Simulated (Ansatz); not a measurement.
# Structural energy differences of copper

All numbers below come from DFT, revPBE, plane waves (420 eV) with PAW, scalar-relativistic (Ansatz 0.2.0). (PAW data from PBE, frozen cores regenerated.)

Each structure is relaxed within its own symmetry, so a high-lying one may be dynamically unstable.

```json
{"structure": "fcc", "ΔE (meV/atom)": "0", "V (Å³/atom)": "12.26", "cell": "a = 3.660 Å", "magnetic state": "spin not included"}
{"structure": "dhcp", "ΔE (meV/atom)": "5", "V (Å³/atom)": "12.28", "cell": "a = 2.590 Å, c = 8.456 Å (c/a = 3.265)", "magnetic state": "spin not included"}
{"structure": "hcp", "ΔE (meV/atom)": "9", "V (Å³/atom)": "12.29", "cell": "a = 2.588 Å, c = 4.238 Å (c/a = 1.637)", "magnetic state": "spin not included"}
{"structure": "bcc", "ΔE (meV/atom)": "35", "V (Å³/atom)": "12.32", "cell": "a = 2.910 Å", "magnetic state": "spin not included"}
{"structure": "omega (AlB2-type)", "ΔE (meV/atom)": "76", "V (Å³/atom)": "12.50", "cell": "a = 4.162 Å, c = 2.500 Å (c/a = 0.601)", "magnetic state": "spin not included"}
{"structure": "A15", "ΔE (meV/atom)": "95", "V (Å³/atom)": "12.61", "cell": "a = 4.655 Å", "magnetic state": "spin not included"}
{"structure": "simple cubic", "ΔE (meV/atom)": "454", "V (Å³/atom)": "14.35", "cell": "a = 2.430 Å", "magnetic state": "spin not included"}
{"structure": "diamond", "ΔE (meV/atom)": "986", "V (Å³/atom)": "19.88", "cell": "a = 5.418 Å", "magnetic state": "spin not included"}
```

ΔE counts from fcc.

Differences under about 8 meV lie within the error of the k-point mesh.
